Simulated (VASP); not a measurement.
# SiC (Moissanite 3C) (F-43m) in VASP: a series of runs, part 2 of 2

VASP 6.6.1. The steps go on from the part before.

## (3) Band structure, LDA

Contents of INCAR:

```
ALGO     = Fast           # electronic algorithm
EDIFF    = 1E-6           # SCF threshold, eV
ENCUT    = 520            # plane-wave cutoff, eV
ISIF     = 2              # what is computed and relaxed
ISMEAR   = -1             # smearing method
LASPH    = T              # aspherical terms in the spheres
LCHARG   = F              # write CHGCAR
LREAL    = F              # projectors in reciprocal space
LWAVE    = F              # write WAVECAR
NELM     = 100            # most SCF steps
PREC     = Accurate       # precision mode
SIGMA    = 0.05           # smearing width, eV
```

Contents of KPOINTS:

```
k-points
0
Gamma
  10 10 10
```

Contents of POSCAR:

```
SiC
1.0
    0.0000000000      2.1790000000      2.1790000000
    2.1790000000      0.0000000000      2.1790000000
    2.1790000000      2.1790000000      0.0000000000
Si C
1 1
Direct
    0.0000000000      0.0000000000      0.0000000000
    0.7500000000      0.7500000000      0.7500000000
```

Contents of KPOINTS_OPT:

```
path GXWKGLUWLK,UX
20
line-mode
reciprocal
 0.0000000000  0.0000000000  0.0000000000  G
 0.5000000000  0.0000000000  0.5000000000  X

 0.5000000000  0.0000000000  0.5000000000  X
 0.5000000000  0.2500000000  0.7500000000  W

 0.5000000000  0.2500000000  0.7500000000  W
 0.3750000000  0.3750000000  0.7500000000  K

 0.3750000000  0.3750000000  0.7500000000  K
 0.0000000000  0.0000000000  0.0000000000  G

 0.0000000000  0.0000000000  0.0000000000  G
 0.5000000000  0.5000000000  0.5000000000  L

 0.5000000000  0.5000000000  0.5000000000  L
 0.6250000000  0.2500000000  0.6250000000  U

 0.6250000000  0.2500000000  0.6250000000  U
 0.5000000000  0.2500000000  0.7500000000  W

 0.5000000000  0.2500000000  0.7500000000  W
 0.5000000000  0.5000000000  0.5000000000  L

 0.5000000000  0.5000000000  0.5000000000  L
 0.3750000000  0.3750000000  0.7500000000  K

 0.6250000000  0.2500000000  0.6250000000  U
 0.5000000000  0.0000000000  0.5000000000  X
```

Potentials or basis: VASP PAW LDA potentials, release 64 (Si, C).

Started as:

```sh
$ cat potpaw_LDA.64/Si/POTCAR potpaw_LDA.64/C/POTCAR > POTCAR
$ mpirun -np 1 vasp_std > vasp.out
```

OUTCAR:

```text
EDIFF = 1E-6
   ENCUT = 520
   ISIF = 2
   ISMEAR = -1
   LASPH = T
   LREAL = F
   NELM = 100
   PREC = Accurate

 ion  position               nearest neighbor table
   1  0.000  0.000  0.000-   2 1.89   2 1.89   2 1.89   2 1.89
   2  0.750  0.750  0.750-   1 1.89   1 1.89   1 1.89   1 1.89

  LATTYP: Found a face centered cubic cell.
 ALAT       =     4.3580000000

  Lattice vectors:

 A1 = (   0.0000000000,   2.1790000000,   2.1790000000)
 A2 = (   2.1790000000,   0.0000000000,   2.1790000000)
 A3 = (   2.1790000000,   2.1790000000,   0.0000000000)

Analysis of symmetry for initial positions (statically):
=====================================================================
 Subroutine PRICEL returns:
 Original cell was already a primitive cell.

 Routine SETGRP: Setting up the symmetry group for a
 face centered cubic supercell.

 Subroutine GETGRP returns: Found 24 space group operations
 (whereof 24 operations were pure point group operations)
 out of a pool of 48 trial point group operations.

The static configuration has the point symmetry T_d .

Analysis of symmetry for dynamics (positions and initial velocities):
=====================================================================
 Subroutine PRICEL returns:
 Original cell was already a primitive cell.

 Routine SETGRP: Setting up the symmetry group for a
 face centered cubic supercell.

 Subroutine GETGRP returns: Found 24 space group operations
 (whereof 24 operations were pure point group operations)
 out of a pool of 48 trial point group operations.

The dynamic configuration has the point symmetry T_d .

 Subroutine INISYM returns: Found 24 space group operations
 (whereof 24 operations are pure point group operations),
 and found     1 'primitive' translations

----------------------------------------------------------------------------------------

[... 114 lines left out ...]
  Fermi-wavevector in a.u.,A,eV,Ry     =   1.192626  2.253736 19.352338  1.422357
  Thomas-Fermi vector in A             =   2.328660
   LORBIT       =      0    0 simple, 1 ext, 2 COOP (PROOUT), +10 PAW based schemes
   GGA     = CA    functional components
   LHFCALC =     F    Hartree Fock is set to
   AEXX    =    0.0000 exact exchange contribution
   IVDW    =     0    specifies the selected vdW correction
   LEPSILON=     F    determine dielectric tensor
   LRPA    =     F    only Hartree local field effects (RPA)
 non-spin polarized calculation
 RMM-DIIS sequential band-by-band and
  energy-cutoff  :      520.00
  volume of cell :       20.69
 maximum number of plane-waves:       568
   NGX = 11   NGY = 11   NGZ = 11

 number of electron       8.0000001 magnetization

 Free energy of the ion-electron system (eV)
  ---------------------------------------------------
  ext. energy  EPLUGINS =         0.00000000
  ---------------------------------------------------
  free energy    TOTEN  =       -16.63794453 eV

  energy without entropy =      -16.63794450  energy(sigma->0) =      -16.63794452

 E-fermi :   8.7332     XC(G=0): -11.5565

 val. band max:        8.0616101295   @ k =   0.0000   0.0000   0.0000
 cond. band min:       9.3663912122   @ k =   0.5000   0.5000   0.0000
 fundamental gap:      1.3047810827
 Fermi energy:         8.7331676643

 k-point     1 :       0.0000    0.0000    0.0000
  band No.  band energies     occupation
      1      -7.2540      2.00000
      2       8.0616      2.00000
      3       8.0616      2.00000
      4       8.0616      2.00000
      5      14.3534      0.00000
      6      15.2540      0.00000
      7      15.2540      0.00000
      8      15.2540      0.00000
[... 243 lines left out ...]
 k-point    24 :       0.4000    0.3000    0.0000
  band No.  band energies     occupation
      1      -4.0912      2.00000
      2       2.5269      2.00000
      3       4.8959      2.00000
      4       5.4291      2.00000
      5      10.8642      0.00000
      6      13.5630      0.00000
      7      19.5449      0.00000
      8      19.8397      0.00000

 [... further k-points ...]

------------------------ aborting loop because EDIFF is reached ----------------------------------------

  FORCE on cell =-STRESS in cart. coord.  units (eV):
  Direction    XX          YY          ZZ          XY          YZ          ZX
  --------------------------------------------------------------------------------------
  -------------------------------------------------------------------------------------
  Total       -0.5208804     -0.5208804     -0.5208804      0.0000000      0.0000000      0.0000000
  in kB      -40.3317362    -40.3317362    -40.3317362      0.0000000      0.0000000      0.0000000
  external PRESSURE =     -40.3317362 kB  Pullay stress =       0.0000000 kB

 VOLUME and BASIS-vectors are now :
 -----------------------------------------------------------------------------
  energy-cutoff  :      520.00
  volume of cell :       20.69
      direct lattice vectors                 reciprocal lattice vectors
     0.000000000  2.179000000  2.179000000    -0.229463056  0.229463056  0.229463056
     2.179000000  0.000000000  2.179000000     0.229463056 -0.229463056  0.229463056
     2.179000000  2.179000000  0.000000000     0.229463056  0.229463056 -0.229463056

 POSITION                                       TOTAL-FORCE (eV/Angst)
 -----------------------------------------------------------------------------------
      0.00000      0.00000      0.00000        -0.000000      0.000000      0.000000
      3.26850      3.26850      3.26850         0.000000     -0.000000     -0.000000
 -----------------------------------------------------------------------------------
    total drift:                               -0.000000     -0.000000     -0.000000

  FREE ENERGIE OF THE ION-ELECTRON SYSTEM (eV)
  ---------------------------------------------------
  free  energy   TOTEN  =       -16.6379445316 eV

  energy  without entropy=      -16.6379445038  energy(sigma->0) =      -16.63794452
```

Wall time 18 s (1 thread of Intel Xeon Platinum 8375C at 2.90GHz (Ice Lake), shared host); peak memory 0.13 GiB.

What came out:

| Quantity | Value |
| --- | --- |
| Free energy | -16.6379 eV |
| Pressure | -4.0 GPa |
| Band gap on the k mesh | 1.30 eV, indirect (least direct gap 4.50 eV) |
| Band gap along the path | 1.30 eV, indirect (least direct gap 4.50 eV) |

Levels at the corners of the path, in eV from the valence-band top:
```
point  band 1  band 2  band 3  band 4  band 5  band 6  band 7  band 8
    Γ  -15.32    0.00    0.00    0.00    6.29    7.19    7.19    7.19
    X  -10.21   -7.81   -3.19   -3.19    1.30    4.19   13.83   13.83
    X  -10.21   -7.81   -3.19   -3.19    1.30    4.19   13.83   13.83
    W   -9.97   -7.03   -5.02   -4.71    5.13    9.34    9.36    9.61
    W   -9.97   -7.03   -5.02   -4.71    5.13    9.34    9.36    9.61
    K  -10.21   -7.28   -5.57   -2.60    3.03    7.65   11.70   12.30
    K  -10.21   -7.28   -5.57   -2.60    3.03    7.65   11.70   12.30
    Γ  -15.32    0.00    0.00    0.00    6.29    7.19    7.19    7.19
    Γ  -15.32    0.00    0.00    0.00    6.29    7.19    7.19    7.19
    L  -11.70   -8.56   -1.05   -1.05    5.39    7.13    7.13    9.92
    L  -11.70   -8.56   -1.05   -1.05    5.39    7.13    7.13    9.92
    U  -10.21   -7.28   -5.57   -2.60    3.03    7.65   11.70   12.30
    U  -10.21   -7.28   -5.57   -2.60    3.03    7.65   11.70   12.30
    W   -9.97   -7.03   -5.02   -4.71    5.13    9.34    9.36    9.61
    W   -9.97   -7.03   -5.02   -4.71    5.13    9.34    9.36    9.61
    L  -11.70   -8.56   -1.05   -1.05    5.39    7.13    7.13    9.92
    L  -11.70   -8.56   -1.05   -1.05    5.39    7.13    7.13    9.92
    K  -10.21   -7.28   -5.57   -2.60    3.03    7.65   11.70   12.30
    U  -10.21   -7.28   -5.57   -2.60    3.03    7.65   11.70   12.31
    X  -10.21   -7.81   -3.19   -3.19    1.30    4.19   13.83   13.85
```

## (4) Comparison with measurements

Step 2. A measured gap of SiC is 2.4 eV (indirect; quoted in “Insight into the structural, elastic and electronic properties of a new orthorhombic 6O-SiC polytype”, 2020, pmc:7200658); the calculated 1.36 eV misses it by -1.04 eV. The value is that of PBE, without temperature or zero-point motion. Semilocal functionals fall short of measured gaps as a rule.

Step 3. A measured gap of SiC is 2.4 eV (indirect; quoted in “Insight into the structural, elastic and electronic properties of a new orthorhombic 6O-SiC polytype”, 2020, pmc:7200658); the calculated 1.30 eV misses it by -1.10 eV. The value is that of LDA, without temperature or zero-point motion. Semilocal functionals fall short of measured gaps as a rule.
